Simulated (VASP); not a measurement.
Set up this calculation in VASP 6.6.1, as the native input.

```yaml
Task: band structure
Functional: LDA
Potentials_or_basis: VASP PAW LDA potentials, release 64 (La, O)
Cutoff: 450 eV
k_mesh: 10 × 10 × 6
Occupations: gaussian, width 0.02 eV
Spin: no spin polarisation
Further_INCAR_settings: ALGO = Fast; EDIFF = 1e-06
```

The structure of La2O3 lies in POSCAR:

```
La2O3                                   
1.0
    3.9365940110      0.0000000001      0.0000000000
   -1.9682969553      3.4091903997     -0.0000000000
    0.0000000000     -0.0000000000      6.1776239302
  La              O             
     2     3
Direct
     0.6666666699999979    0.3333333300000021    0.7527343808979549
     0.3333333300000021    0.6666666699999979    0.2472656191020451
     0.6666666699999979    0.3333333300000021    0.3546157206893956
     0.3333333300000021    0.6666666699999979    0.6453842793106043
     0.0000000000000000    0.0000000000000000    0.0000000000000000
```

The cell is a database's computed one.

These files were run (other wordings do the same):

INCAR

```
SYSTEM = La2O3
ALGO = Fast
EDIFF = 1E-6
ENCUT = 450
ISIF = 2
ISMEAR = 0
KPAR = 4
LASPH = .True.
LCHARG = .False.
LMAXMIX = 6
LREAL = .False.
LWAVE = .False.
NELM = 120
PREC = Accurate
SIGMA = 0.02
```

KPOINTS

```
k-points
0
Gamma
  10 10 6
  0 0 0
```

KPOINTS_OPT

```
path GMKGALHA,LM,KH
10
line-mode
reciprocal
 0.0000000000  0.0000000000  0.0000000000  G
 0.5000000000  0.0000000000  0.0000000000  M

 0.5000000000  0.0000000000  0.0000000000  M
 0.3333333333  0.3333333333  0.0000000000  K

 0.3333333333  0.3333333333  0.0000000000  K
 0.0000000000  0.0000000000  0.0000000000  G

 0.0000000000  0.0000000000  0.0000000000  G
 0.0000000000  0.0000000000  0.5000000000  A

 0.0000000000  0.0000000000  0.5000000000  A
 0.5000000000  0.0000000000  0.5000000000  L

 0.5000000000  0.0000000000  0.5000000000  L
 0.3333333333  0.3333333333  0.5000000000  H

 0.3333333333  0.3333333333  0.5000000000  H
 0.0000000000  0.0000000000  0.5000000000  A

 0.5000000000  0.0000000000  0.5000000000  L
 0.5000000000  0.0000000000  0.0000000000  M

 0.3333333333  0.3333333333  0.0000000000  K
 0.3333333333  0.3333333333  0.5000000000  H
```

Potentials or basis: VASP PAW LDA potentials, release 64 (La, O).

The run is started by

```console
$ cat potpaw_LDA.64/La/POTCAR potpaw_LDA.64/O/POTCAR > POTCAR
$ mpirun -np 4 vasp_std > vasp.out
```

It gave:

The largest force is 0.166 eV/Å, the band gap on the k mesh is 3.74 eV, indirect (least direct gap 3.88 eV) and the band gap along the path is 3.73 eV, indirect (least direct gap 3.81 eV).

Caveat: spin-orbit coupling is left out, which moves the levels of the heavy elements.

It took 4.9 min on 4 MPI ranks on Intel(R) Xeon(R) 6975P-C (Granite Rapids) (shared host), peak memory 0.3 GiB a rank.
